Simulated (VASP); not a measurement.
# Zn (P6_3/mmc) in VASP: settings compared

The runs below take Zn through single point, electron localisation function, with PBEsol, r2SCAN, PBE.

All numbers are computed with VASP 6.6.1; they aren't measurements. Logs are shortened: lines on timing, memory, paths and dates and some standing lists are left out, and cuts for length are marked.

## 1. The structure

It takes space group P6_3/mmc (No. 194, hexagonal). Conventional cell: a = 2.670 Å, b = 2.670 Å, c = 4.966 Å, α = 90.00°, β = 90.00°, γ = 120.00°. Zn (site symmetry -6m2) is surrounded by 12 Zn at 2.67 to 2.92 Å.

## 2. Single point, PBEsol

File INCAR:

```
SYSTEM = Zn
PREC = Accurate
ENCUT = 550
EDIFF = 1E-6
ISMEAR = 0
SIGMA = 0.1
LREAL = .FALSE.
LASPH = .TRUE.
NELM = 60
ALGO = Normal
ISIF = 2
LWAVE = .FALSE.
LCHARG = .FALSE.
GGA = PS
NBANDS = 19
```

File KPOINTS:

```
regular mesh
0
G
  11 11 6
  0 0 0
```

File POSCAR:

```
Zn
2.67
    1.000000000000      0.000000000000      0.000000000000
   -0.500000000000      0.866025403783      0.000000000000
    0.000000000000      0.000000000000      1.859925093633
Zn
2
Direct
    0.6666666667      0.3333333333      0.7500000000
    0.3333333333      0.6666666667      0.2500000000
```

Potentials or basis: VASP PAW PBE potentials, release 64 (Zn_GW).

On the command line:

```sh
cat potpaw_PBE.64/Zn_GW/POTCAR > POTCAR
mpirun -np 1 vasp_std > vasp.out
```

OUTCAR:

```text
SYSTEM = Zn
   PREC = Accurate
   ENCUT = 550
   EDIFF = 1E-6
   ISMEAR = 0
   LREAL = .FALSE.
   LASPH = .TRUE.
   NELM = 60
   ISIF = 2
   GGA = PS

 ion  position               nearest neighbor table
   1  0.667  0.333  0.750-   2 2.92   2 2.92   2 2.92   2 2.92   2 2.92   2 2.92
   2  0.333  0.667  0.250-   1 2.92   1 2.92   1 2.92   1 2.92   1 2.92   1 2.92

  LATTYP: Found a hexagonal cell.
 ALAT       =     2.6700000000
 C/A-ratio  =     1.8599250936

  Lattice vectors:

 A1 = (   2.6700000000,   0.0000000000,   0.0000000000)
 A2 = (  -1.3350000000,   2.3122878281,   0.0000000000)
 A3 = (   0.0000000000,   0.0000000000,   4.9660000000)

Analysis of symmetry for initial positions (statically):
=====================================================================
 Subroutine PRICEL returns:
 Original cell was already a primitive cell.

 Routine SETGRP: Setting up the symmetry group for a
 hexagonal supercell.

 Subroutine GETGRP returns: Found 24 space group operations
 (whereof 12 operations were pure point group operations)
 out of a pool of 24 trial point group operations.

The static configuration has the point symmetry D_3d.
 The point group associated with its full space group is D_6h.

Analysis of symmetry for dynamics (positions and initial velocities):
=====================================================================
 Subroutine PRICEL returns:
 Original cell was already a primitive cell.

 Routine SETGRP: Setting up the symmetry group for a
 hexagonal supercell.

 Subroutine GETGRP returns: Found 24 space group operations
 (whereof 12 operations were pure point group operations)
 out of a pool of 24 trial point group operations.

The dynamic configuration has the point symmetry D_3d.
 The point group associated with its full space group is D_6h.

 Subroutine INISYM returns: Found 24 space group operations
 (whereof 12 operations are pure point group operations),
 and found     1 'primitive' translations

----------------------------------------------------------------------------------------

                                     Primitive cell

  volume of cell :      30.6591

  direct lattice vectors                    reciprocal lattice vectors
     2.670000000  0.000000000  0.000000000     0.374531835  0.216236056  0.000000000
    -1.335000000  2.312287828  0.000000000     0.000000000  0.432472112  0.000000000
     0.000000000  0.000000000  4.966000000     0.000000000  0.000000000  0.201369311

  length of vectors
     2.670000000  2.670000000  4.966000000     0.432472112  0.432472112  0.201369311

  position of ions in fractional coordinates (direct lattice)
     0.666666667  0.333333333  0.750000000
     0.333333333  0.666666667  0.250000000

  ion indices of the primitive-cell ions
   primitive index   ion index
                 1           1
                 2           2

----------------------------------------------------------------------------------------

 KPOINTS: regular mesh

Automatic generation of k-mesh.
 Grid dimensions read from file:
 generate k-points for:   11   11    6

 Generating k-lattice:

  Cartesian coordinates                     Fractional coordinates (reciprocal lattice)
     0.034048349  0.019657823  0.000000000     0.090909091  0.000000000  0.000000000
     0.000000000  0.039315647  0.000000000     0.000000000  0.090909091  0.000000000
     0.000000000  0.000000000  0.033561552     0.000000000  0.000000000  0.166666667

  Length of vectors
     0.039315647  0.039315647  0.033561552

  Shift w.r.t. Gamma in fractional coordinates (k-lattice)
     0.000000000  0.000000000  0.000000000

 Subroutine IBZKPT returns following result:
 ===========================================

 Found     64 irreducible k-points:

 Following reciprocal coordinates:
            Coordinates               Weight
  0.000000  0.000000  0.000000      1.000000
  0.090909 -0.000000  0.000000      6.000000
  0.181818  0.000000  0.000000      6.000000
  0.272727  0.000000  0.000000      6.000000
  0.363636 -0.000000  0.000000      6.000000
  0.454545  0.000000  0.000000      6.000000
[... 42 lines left out ...]
  0.000000  0.000000  0.500000      1.000000
  0.090909 -0.000000  0.500000      6.000000
 [... further k-points ...]
   k-points           NKPTS =     64   k-points in BZ     NKDIM =     64   number of bands    NBANDS=     19
   number of dos      NEDOS =    301   number of ions     NIONS =      2
   total plane-waves  NPLWV =  16000
   dimension x,y,z NGX =    20 NGY =   20 NGZ =   40
   dimension x,y,z NGXF=    40 NGYF=   40 NGZF=   80
   ions per type =               2
   NGX,Y,Z   is equivalent  to a cutoff of  12.45, 12.45, 13.39 a.u.
   NGXF,Y,Z  is equivalent  to a cutoff of  24.91, 24.91, 26.78 a.u.
 SYSTEM =  Zn
   PREC   = accura    normal or accurate (medium, high low for compatibility)
   ISTART =      0    job   : 0-new  1-cont  2-samecut
   ICHARG =      2    charge: 1-file 2-atom 10-const
   ISPIN  =      1    spin polarized calculation?
   LNONCOLLINEAR =      F non collinear calculations
   LSORBIT =      F    spin-orbit coupling
   LASPH  =      T    aspherical Exc in radial PAW
   ENCUT  =  550.0 eV  40.42 Ry    6.36 a.u.   5.11  5.11  9.50*2*pi/ulx,y,z
   NELM   =     60;   NELMIN=  2; NELMDL= -5     # of ELM steps
   EDIFF  = 0.1E-05   stopping-criterion for ELM
   LREAL  =      F    real-space projection
   EDIFFG = 0.1E-04   stopping-criterion for IOM
   NSW    =      0    number of steps for IOM
   IBRION =     -1    ionic relax: 0-MD 1-quasi-New 2-CG
   NFREE  =      0    steps in history (QN), initial steepest desc. (CG)
   ISIF   =      2    stress and relaxation
   ISYM   =      2    0-nonsym 1-usesym 2-fastsym
   POTIM  = 0.5000    time-step for ionic-motion
   TEBEG  =    0.0;   TEEND  =   0.0 temperature during run
   PSTRESS=    0.0 pullay stress
   NELECT =      24.0000    total number of electrons
   NUPDOWN=      -1.0000    fix difference up-down
   EMIN   =  10.00;   EMAX   =-10.00  energy-range for DOS
   EFERMI =   0.00;   METHOD = LEGACY
   ISMEAR =     0;   SIGMA  =   0.10  broadening in eV -4-tet -1-fermi 0-gaus
   EFERMI_NEDOS =   21; number of points for ismear=-14 and -15
   IALGO  =     38    algorithm
   IMIX   =      4    mixing-type and parameters
     AMIX     =   0.40;   BMIX     =  1.00
     AMIX_MAG =   1.60;   BMIX_MAG =  1.00
  volume/ion in A,a.u.               =      15.33       103.45
  Fermi-wavevector in a.u.,A,eV,Ry     =   1.508778  2.851177 30.972445  2.276410
  Thomas-Fermi vector in A             =   2.619187
   LORBIT       =      0    0 simple, 1 ext, 2 COOP (PROOUT), +10 PAW based schemes
   GGA     = PS    functional components
   LHFCALC =     F    Hartree Fock is set to
   AEXX    =    0.0000 exact exchange contribution
   IVDW    =     0    specifies the selected vdW correction
   LEPSILON=     F    determine dielectric tensor
   LRPA    =     F    only Hartree local field effects (RPA)
 non-spin polarized calculation
 Gauss-broadening in eV      SIGMA  =   0.10
  energy-cutoff  :      550.00
  volume of cell :       30.66
 maximum number of plane-waves:       912
   NGX = 11   NGY = 11   NGZ = 19

 number of electron      24.0000011 magnetization

 Free energy of the ion-electron system (eV)
  ---------------------------------------------------
  ext. energy  EPLUGINS =         0.00000000
  ---------------------------------------------------
  free energy    TOTEN  =        -3.12135542 eV

  energy without entropy =       -3.11829245  energy(sigma->0) =       -3.11982394

 E-fermi :   5.8121     XC(G=0): -11.8406

 val. band max:        5.7898122341   @ k =   0.3636   0.2727   0.3333
 cond. band min:       5.8160076598   @ k =   0.3636   0.2727   0.3333
 fundamental gap:      0.0261954257
 Fermi energy:         5.8120630638

 k-point     1 :       0.0000    0.0000    0.0000
  band No.  band energies     occupation
      1      -4.4017      2.00000
      2      -2.5800      2.00000
      3      -1.8793      2.00000
      4      -1.6435      2.00000
      5      -1.6435      2.00000
      6      -1.5944      2.00000
[... 11 lines left out ...]
     18      24.8449      0.00000
     19      24.8681      0.00000

 k-point     2 :       0.0909   -0.0000    0.0000
  band No.  band energies     occupation
      1      -4.1586      2.00000
      2      -2.4760      2.00000
      3      -1.8558      2.00000
      4      -1.6658      2.00000
      5      -1.6182      2.00000
      6      -1.5869      2.00000
[... 11 lines left out ...]
     18      23.5677      0.00000
     19      25.4518      0.00000

 k-point     3 :       0.1818    0.0000    0.0000
  band No.  band energies     occupation
      1      -3.4615      2.00000
      2      -2.2509      2.00000
      3      -1.8227      2.00000
      4      -1.7096      2.00000
      5      -1.5883      2.00000
      6      -1.5561      2.00000
[... 11 lines left out ...]
     18      21.8990      0.00000
     19      22.4540      0.00000

 k-point     4 :       0.2727    0.0000    0.0000
  band No.  band energies     occupation
      1      -2.5813      2.00000
      2      -2.1819      2.00000
      3      -1.8300      2.00000
      4      -1.7282      2.00000
      5      -1.6214      2.00000
      6      -1.4774      2.00000
[... 759 lines left out ...]
     18      19.1043      0.00000
     19      20.0353      0.00000

 k-point    39 :       0.0909    0.0909    0.3333
  band No.  band energies     occupation
      1      -3.0923      2.00000
      2      -2.3283      2.00000
      3      -1.8217      2.00000
      4      -1.7354      2.00000
      5      -1.7321      2.00000
      6      -1.5476      2.00000
[... 11 lines left out ...]
     18      20.6550      0.00000
     19      25.3010      0.00000

 k-point    40 :       0.1818    0.0909    0.3333
  band No.  band energies     occupation
      1      -2.4254      2.00000
      2      -2.0669      2.00000
      3      -1.8701      2.00000
      4      -1.8204      2.00000
      5      -1.7396      2.00000
      6      -1.6329      2.00000
[... 11 lines left out ...]
     18      18.9518      0.00000
     19      24.5527      0.00000

 [... further k-points ...]

------------------------ aborting loop because EDIFF is reached ----------------------------------------

  FORCE on cell =-STRESS in cart. coord.  units (eV):
  Direction    XX          YY          ZZ          XY          YZ          ZX
  --------------------------------------------------------------------------------------
  -------------------------------------------------------------------------------------
  Total       -1.0926549     -1.0926549     -1.1090167      0.0000000      0.0000000      0.0000000
  in kB      -57.0996864    -57.0996864    -57.9547165      0.0000000      0.0000000      0.0000000
  external PRESSURE =     -57.3846964 kB  Pullay stress =       0.0000000 kB

 VOLUME and BASIS-vectors are now :
 -----------------------------------------------------------------------------
  energy-cutoff  :      550.00
  volume of cell :       30.66
      direct lattice vectors                 reciprocal lattice vectors
     2.670000000  0.000000000  0.000000000     0.374531835  0.216236056  0.000000000
    -1.335000000  2.312287828  0.000000000     0.000000000  0.432472112  0.000000000
     0.000000000  0.000000000  4.966000000     0.000000000  0.000000000  0.201369311

 POSITION                                       TOTAL-FORCE (eV/Angst)
 -----------------------------------------------------------------------------------
      1.33500      0.77076      3.72450        -0.000000      0.000000      0.000000
     -0.00000      1.54153      1.24150         0.000000     -0.000000      0.000000
 -----------------------------------------------------------------------------------
    total drift:                               -0.000000      0.000000      0.000000

  FREE ENERGIE OF THE ION-ELECTRON SYSTEM (eV)
  ---------------------------------------------------
  free  energy   TOTEN  =        -3.1213554232 eV

  energy  without entropy=       -3.1182924473  energy(sigma->0) =       -3.11982394
```

Wall time 26 s (1 thread of Intel Xeon Platinum 8488C (Sapphire Rapids), shared host); peak memory 0.16 GiB.

What came out:

| Item | Value |
| --- | --- |
| Free energy | -3.1214 eV |
| Pressure | -5.7 GPa |
| Band gap on the k mesh | none (metal or under the smearing width) |

Stress tensor (GPa, compression positive):
```
-5.71  0.00  0.00
 0.00 -5.71  0.00
 0.00  0.00 -5.80
```

Caveat: the PAW data sets were made with another functional, which shifts forces and pressure a little.

## 3. Single point, PBEsol

File run.py:

```python
from ase import Atoms
from ase.calculators.vasp import Vasp
from ase.dft.bandgap import bandgap

atoms = Atoms(
    ['Zn', 'Zn'],
    cell=[[2.67, 0.0, 0.0], [-1.335, 2.3122878281, 0.0], [0.0, 0.0, 4.966]],
    scaled_positions=[[0.6666666667, 0.3333333333, 0.75], [0.3333333333, 0.6666666667, 0.25]],
    pbc=True,
)
calc = Vasp(
    directory='calc',
    xc='pbesol',
    pp='PBE',
    setups={'base': 'minimal', 'Zn': '_GW'},
    prec='Accurate',
    encut=550,
    ediff=1e-07,
    ismear=0,
    sigma=0.1,
    lreal=False,
    lasph=True,
    nelm=80,
    algo='Fast',
    isif=2,
    lwave=False,
    lcharg=False,
    kpts=[11, 11, 6],
    gamma=True,
)
atoms.calc = calc

print('energy (eV):', atoms.get_potential_energy())
print('free energy (eV):', atoms.get_potential_energy(force_consistent=True))
print('forces (eV/A):')
print(atoms.get_forces())
print('stress (eV/A^3, Voigt):', atoms.get_stress())
print('Fermi level (eV):', calc.get_fermi_level())
gap, top, bottom = bandgap(calc)
print('band gap (eV):', gap, 'from (spin, k, band)', top, 'to', bottom)
```

Potentials or basis: VASP PAW PBE potentials, release 64 (Zn_GW).

On the command line:

```sh
python run.py
```

The log of the run:

```text
energy (eV): -3.11982372
free energy (eV): -3.1213552
forces (eV/A):
[[ 0. -0.  0.]
 [-0.  0.  0.]]
stress (eV/A^3, Voigt): [ 0.03582077  0.03582077  0.03635254  0.         -0.         -0.        ]
Fermi level (eV): 5.81210054
band gap (eV): 0.0 from (spin, k, band) (None, None, None) to (None, None, None)
```

OUTCAR:

```text
ENCUT = 550.000000
   EDIFF = 1.00e-07
   GGA = PS
   PREC = Accurate
   ISIF = 2
   ISMEAR = 0
[... 1012 lines left out ...]
      1.33500      0.77076      3.72450         0.000000     -0.000000      0.000000
     -0.00000      1.54153      1.24150        -0.000000      0.000000      0.000000
 -----------------------------------------------------------------------------------
    total drift:                               -0.000000      0.000000      0.000000

  FREE ENERGIE OF THE ION-ELECTRON SYSTEM (eV)
  ---------------------------------------------------
  free  energy   TOTEN  =        -3.1213551963 eV

  energy  without entropy=       -3.1182922527  energy(sigma->0) =       -3.11982372
```

INCAR:

```text
ENCUT = 550.000000
SIGMA = 0.100000
EDIFF = 1.00e-07
ALGO = Fast
GGA = PS
PREC = Accurate
ISIF = 2
ISMEAR = 0
NELM = 80
LASPH = .TRUE.
LCHARG = .FALSE.
LWAVE = .FALSE.
LREAL = .FALSE.
```

Wall time 48 s (1 thread of Intel Xeon Platinum 8488C (Sapphire Rapids), shared host); peak memory 0.15 GiB.

Results:

```
Free energy            : -3.1214 eV
Pressure               : -5.8 GPa
Band gap on the k mesh : none (metal or under the smearing width)
```

Stress tensor (GPa, compression positive):
```
-5.74  0.00  0.00
 0.00 -5.74  0.00
 0.00  0.00 -5.82
```

Levels at points of the mesh, in eV from the Fermi level:
```csv
k point,band 9,band 10,band 11,band 12,band 13,band 14,band 15,band 16
"(0.00, 0.00, 0.00)",-7.08,-6.88,-6.88,-3.48,-2.91,13.52,17.16,17.38
"(0.00, 0.00, 0.50)",-6.96,-6.96,-6.96,-6.96,4.65,4.65,18.65,18.67
```

Caveat: the PAW data sets were made with another functional, which shifts forces and pressure a little.

## 4. Electron localisation function, r2SCAN

File INCAR:

```
SYSTEM = Zn
  PREC = Accurate
  ENCUT = 500
  EDIFF = 1E-6
  ISMEAR = 1
  SIGMA = 0.1
  LREAL = .False.
  LASPH = .True.
  NELM = 60
  ALGO = Normal
  ISIF = 2
  LWAVE = .False.
  LCHARG = .True.
  METAGGA = R2SCAN
  LMIXTAU = .True.
  LELF = .True.
```

File Zn.cif:

```cif
data_Zn
_cell_length_a 2.67000000
_cell_length_b 2.67000000
_cell_length_c 4.96600000
_cell_angle_alpha 90.00000000
_cell_angle_beta 90.00000000
_cell_angle_gamma 120.00000000
_space_group_name_H-M_alt 'P6_3/mmc'
_space_group_name_Hall '-P 6c 2c'
_space_group_IT_number 194
loop_
_space_group_symop_operation_xyz
'x,y,z'
'-x,-y,-z'
'x-y,x,z+1/2'
'-x+y,-x,-z+1/2'
'-y,x-y,z'
'y,-x+y,-z'
'-x,-y,z+1/2'
'x,y,-z+1/2'
'-x+y,-x,z'
'x-y,x,-z'
'y,-x+y,z+1/2'
'-y,x-y,-z+1/2'
'-y,-x,-z+1/2'
'y,x,z+1/2'
'-x,-x+y,-z'
'x,x-y,z'
'-x+y,y,-z+1/2'
'x-y,-y,z+1/2'
'y,x,-z'
'-y,-x,z'
'x,x-y,-z+1/2'
'-x,-x+y,z+1/2'
'x-y,-y,-z'
'-x+y,y,z'
loop_
_atom_site_label
_atom_site_type_symbol
_atom_site_symmetry_multiplicity
_atom_site_Wyckoff_symbol
_atom_site_fract_x
_atom_site_fract_y
_atom_site_fract_z
_atom_site_occupancy
Zn1 Zn 2 c 0.6666666667 0.3333333333 0.7500000000 1
```

File KPOINTS:

```
regular mesh
0
Gamma
  11 11 6
  0 0 0
```

File POSCAR:

```
Zn
 1.0000000000000000
     2.6699999999999999    0.0000000000000000    0.0000000000000000
    -1.3349999999999993    2.3122878281044512    0.0000000000000000
     0.0000000000000000    0.0000000000000000    4.9660000000000002
 Zn 
   2
Cartesian
  1.3350000001335003  0.7707626092910741  3.7244999999999999
 -0.0000000001334995  1.5415252188133772  1.2415000000000000
```

Potentials or basis: VASP PAW PBE potentials, release 54 (Zn).

On the command line:

```sh
ase convert -i cif -o vasp Zn.cif POSCAR
cat potpaw_PBE.54/Zn/POTCAR > POTCAR
mpirun -np 1 vasp_std > vasp.out
```

Run time: 2.2 min. Hardware: 1 thread of Intel Xeon Platinum 8488C (Sapphire Rapids), shared host; peak memory 0.16 GiB.

It converged, with:

| Item | Value |
| --- | --- |
| Free energy | -17.7568 eV |
| Pressure | -4.2 GPa |
| Band gap on the k mesh | none (metal or under the smearing width) |

Stress tensor (GPa, compression positive):
```
-4.09  0.00  0.00
 0.00 -4.09  0.00
 0.00  0.00 -4.48
```

Levels at points of the mesh, in eV from the Fermi level:
```tsv
k point	band 9	band 10	band 11	band 12	band 13	band 14	band 15	band 16
(0.00, 0.00, 0.00)	-7.45	-7.25	-7.25	-3.61	-3.02	14.37	17.92	18.50
(0.00, 0.00, 0.50)	-7.33	-7.33	-7.33	-7.33	4.91	4.91	19.87	19.87
```

Caveat: the PAW data sets were made with another functional, which shifts forces and pressure a little.

(Part 1 of 2 ends here.)
